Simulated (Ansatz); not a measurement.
## Relativistic treatment of ZrC

```xyz
2
Lattice="0.0000 2.3502 2.3502 2.3502 0.0000 2.3502 2.3502 2.3502 0.0000" Properties=species:S:1:pos:R:3 pbc="T T T"
Zr    2.3502    2.3502    2.3502
C     0.0000    0.0000    0.0000
```

Atoms are numbered in the order listed.

The cell is a measured one (Crystallography Open Database entry 1562921); the temperature and pressure of the measurement aren't taken into account, and nothing was relaxed.

One fixed cell is solved with PBE by LAPW (all electrons) in Ansatz 0.2.0 under different relativistic treatments. Pressure is positive in compression.

Sampling and basis: a Γ-centred 15×15×15 k mesh, Fermi–Dirac smearing of 0.05 eV, basis error target 0.25 meV/atom, no spin polarisation.

```csv
setting,P (GPa),"lowest level at Γ above −25 eV, from the valence-band top or, without a gap, the Fermi level (eV)"
scalar-relativistic,1.23,-11.30
non-relativistic,?,?
with spin–orbit coupling,1.21,-11.30
```

Fill in "P (GPa)" for the row "non-relativistic".

2.60.

Fill in "lowest level at Γ above −25 eV, from the valence-band top or, without a gap, the Fermi level (eV)" for the row "non-relativistic".

-11.04.
